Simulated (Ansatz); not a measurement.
The system is GaCuSe2.

```
CELL_PARAMETERS angstrom
-2.80955 2.80955 5.51300
2.80955 -2.80955 5.51300
2.80955 2.80955 -5.51300
ATOMIC_POSITIONS crystal
Se 0.12562 0.62500 0.00062
Se 0.87500 0.87438 0.49938
Se 0.62438 0.12500 0.99938
Se 0.37500 0.37562 0.50062
Ga 0.25000 0.75000 0.50000
Ga 0.50000 0.50000 0.00000
Cu 0.75000 0.25000 0.50000
Cu 0.00000 0.00000 0.00000
```

```yaml
Program: Ansatz 0.2.0
Task: relaxation of cell and atoms
Functional: LDA
Potentials_or_basis: Ansatz PAW
Cutoff: "420 eV (not typed: the program's choice for these potentials)"
k_mesh: 7 × 7 × 7
Occupations: fermi-dirac, width 0.05 eV
Spin: no spin polarisation
```

At the start: volume 21.76 Å³/atom.

Q: Where does the relaxation end?

A: It ends after 5 steps and the volume is 20.78 Å³/atom (-4.5 %); space group I-42d (No. 122, to 0.05 Å).

Step by step:
| step | energy change (eV) | largest force (eV/Å) | volume (Å³) |
| --- | --- | --- | --- |
| 1 | 0.0000 | 0.4485 | 174.07 |
| 2 | -0.1149 | 0.1920 | 168.42 |
| 3 | -0.1306 | 0.0056 | 165.83 |
| 4 | -0.1308 | 0.0035 | 166.25 |
| 5 | -0.1288 | 0.0037 | 166.25 |

Final structure:
```yaml
crystal:
  lattice:
    - [-2.75440, 2.75440, 5.47847]
    - [2.75440, -2.75440, 5.47847]
    - [2.75440, 2.75440, -5.47847]
  atoms:
    - { symbol: Se, position: [0.11597, 0.62500, 0.99097] }
    - { symbol: Se, position: [0.87500, 0.88403, 0.50903] }
    - { symbol: Se, position: [0.63403, 0.12500, 0.00903] }
    - { symbol: Se, position: [0.37500, 0.36597, 0.49097] }
    - { symbol: Ga, position: [0.25000, 0.75000, 0.50000] }
    - { symbol: Ga, position: [0.50000, 0.50000, 0.00000] }
    - { symbol: Cu, position: [0.75000, 0.25000, 0.50000] }
    - { symbol: Cu, position: [0.00000, 0.00000, 0.00000] }
```

Caveat: the plane-wave basis is chosen anew once the cell has moved, so the energies of steps on either side of that aren't comparable; the PAW data sets come from PBE, with cores solved anew for the run's functional, which leaves a small shift of forces and pressure.
